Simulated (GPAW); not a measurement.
Input of a GPAW 26.7.0 run:

File run.py:

```python
from ase import Atoms
from ase.dft.bandgap import bandgap
from ase.io import write
from ase.units import GPa
from gpaw import GPAW, PW

atoms = Atoms(['Zn'],
              cell=[[-1.59358157, 1.77661514, 1.74602158],
                    [1.50392065, -1.5066388, 1.38638431],
                    [1.54411154, 1.45716877, -1.47604523]],
              scaled_positions=[[0.0, 0.0, 0.0]],
              pbc=True)

calc = GPAW(mode=PW(450),
            xc='PBE',
            kpts={'size': (9, 10, 10), 'gamma': True},
            occupations={'name': 'fermi-dirac', 'width': 0.05},
            nbands=13,
            maxiter=120,
            txt='gpaw.txt')
atoms.calc = calc
energy = atoms.get_potential_energy()
forces = atoms.get_forces()
stress = atoms.get_stress()
calc.write('gs.gpw')
write('result.traj', atoms)
print(f'Energy: {energy:.6f} eV')
print('Forces (eV/A):')
print(forces.round(4))
print('Stress (GPa):', (stress / GPa).round(3))
print('Fermi level:', round(calc.get_fermi_level(), 4), 'eV')
print(f'Gap: {bandgap(calc)[0]:.4f} eV, direct: {bandgap(calc, direct=True)[0]:.4f} eV')
```

Potentials or basis: GPAW PAW data sets (gpaw-data 1.2.1), pw.

The run is started by

```bash
$ OMP_NUM_THREADS=1 python run.py
```

Task: Estimate the band gap on the k mesh.

Result: None (metal or under the smearing width).

Task: Predict the pressure.

Result: 0.2 GPa.

Stress tensor (GPa, compression positive):
```
-2.57 -0.66  0.58
-0.66  1.34 -4.15
 0.58 -4.15  1.98
```

Caveat: the cutoff is short for stress and forces, so pressures can be off by a GPa or more.
